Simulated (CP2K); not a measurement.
## Ga in CP2K: the effect of dispersion

Ga:

```
CELL_PARAMETERS angstrom
4.25739 0.00000 0.00000
-3.35887 2.61599 0.00000
-0.03815 -0.11108 3.32993
ATOMIC_POSITIONS crystal
Ga 0.13100 0.86900 0.75000
Ga 0.86900 0.13100 0.25000
```

This isn't the form of Ga at room conditions, which is orthorhombic.

Alike in all runs:

| Item | Value |
| --- | --- |
| Program | CP2K 2026.2 |
| Task | single point |
| Functional | PBE |
| Potentials or basis | POTENTIAL_UZH Ga GTH-PBE-q13; TZVP-MOLOPT-PBE-GTH basis |
| Density cutoff | 6123 eV |
| k mesh | 10 × 10 × 8 |
| Occupations | fermi-dirac, width 0.05 eV |
| Spin | no spin polarisation |

| dispersion | pressure (GPa) | largest force (eV/Å) |
| --- | --- | --- |
| none | 2.6 | 0.06 |
| D2 | -0.4 | 0.16 |
| D3 | ? | ? |
| D3(BJ) | -0.2 | 0.06 |
| D4 | -1.4 | 0.06 |
| rVV10 | 1.4 | 0.13 |
| D3(BJ)+ATM | 0.0 | 0.06 |

Q: What does the run with dispersion D3 give?

A: Pressure 1.0 GPa; largest force 0.08 eV/Å.

Caveats: the basis of atomic orbitals isn't converged, which shifts pressures, moduli and gaps; pairwise dispersion overbinds metals, which lowers pressure and volume (some runs).
